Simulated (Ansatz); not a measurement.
BaTiO3:

```
Ba Ti O
1.0
     3.99980    0.00000    0.00000
     0.00000    3.99980    0.00000
     0.00000    0.00000    4.01800
Ba Ti O
1 1 3
Direct
  0.00000 0.00000 0.00000
  0.50000 0.50000 0.49000
  0.00000 0.50000 0.51700
  0.50000 0.00000 0.51700
  0.50000 0.50000 0.01900
```

```yaml
Program: Ansatz 0.2.0
Task: relaxation of cell and atoms
Functional: PBE
Potentials_or_basis: Ansatz PAW
Cutoff: "420 eV (not typed: the program's choice for these potentials)"
k_mesh: 7 × 7 × 7
Occupations: fermi-dirac, width 0.05 eV
Spin: no spin polarisation
```

At the start: volume 12.86 Å³/atom.

How do energy, volume and symmetry change on relaxing?

It ends after 12 steps and the volume is 13.34 Å³/atom (+3.8 %); space group P4mm (No. 99, to 0.05 Å).

The path:
```csv
step,energy change (eV),largest force (eV/Å),volume (Å³)
1,0.0000,0.3106,64.28
2,-0.0081,0.3192,65.43
3,-0.0101,0.2742,65.39
4,-0.0176,0.2862,65.33
5,-0.0244,0.2459,66.57
6,-0.0300,0.0201,66.11
7,-0.0301,0.0261,66.24
8,-0.0298,0.0039,66.37
9,-0.0403,0.0039,66.37
10,-0.0402,0.0017,66.64
11,-0.0400,0.0009,66.71
12,-0.0413,0.0007,66.71
```

Final structure:
```
CELL_PARAMETERS angstrom
3.98622 0.00000 0.00000
0.00000 3.98622 0.00000
0.00000 0.00000 4.19805
ATOMIC_POSITIONS crystal
Ba 0.00000 0.00000 0.98957
Ti 0.50000 0.50000 0.47229
O 0.00000 0.50000 0.52028
O 0.50000 0.00000 0.52028
O 0.50000 0.50000 0.04057
```

Caveat: the plane-wave basis is chosen anew once the cell has moved, so the energies of steps on either side of that aren't comparable; the pressure holds a Pulay correction of +0.5 GPa for the finite cutoff.
